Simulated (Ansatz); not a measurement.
The system is Al.

```xyz
1
Lattice="0.0000 2.0248 2.0248 2.0248 0.0000 2.0248 2.0248 2.0248 0.0000" Properties=species:S:1:pos:R:3 pbc="T T T"
Al    0.0000    0.0000    0.0000
```

```yaml
Program: Ansatz 0.2.0
Task: relaxation of cell and atoms
Functional: PBE
Dispersion: D3(BJ)
Potentials_or_basis: all-electron LAPW, scalar-relativistic
Basis_error_allowed: 0.001 eV/atom
k_mesh: 11 × 11 × 11
Occupations: fermi-dirac, width 0.05 eV
Spin: no spin polarisation
```

At the start: volume 16.60 Å³/atom.

**Question.** Where does the relaxation end?

**Answer.** Over 5 steps the energy falls by 9.6 meV/atom and the volume is 15.82 Å³/atom (-4.7 %); space group Fm-3m (No. 225, to 0.05 Å).

The path:
```csv
step,energy change (eV),largest force (eV/Å),volume (Å³)
1,0.0000,0.0000,16.60
2,-0.0093,0.0000,15.69
3,-0.0096,0.0000,15.83
4,-0.0096,0.0000,15.82
5,-0.0096,0.0000,15.82
```

Final structure:
```
Al
1.0
     0.00000    1.99254    1.99254
     1.99254    0.00000    1.99254
     1.99254    1.99254    0.00000
Al
1
Direct
  0.00000 0.00000 0.00000
```

The cell as given is a measured one (16.60 Å³/atom); PBE+D3(BJ) puts the equilibrium volume -4.7 % from it, thermal expansion not counted.
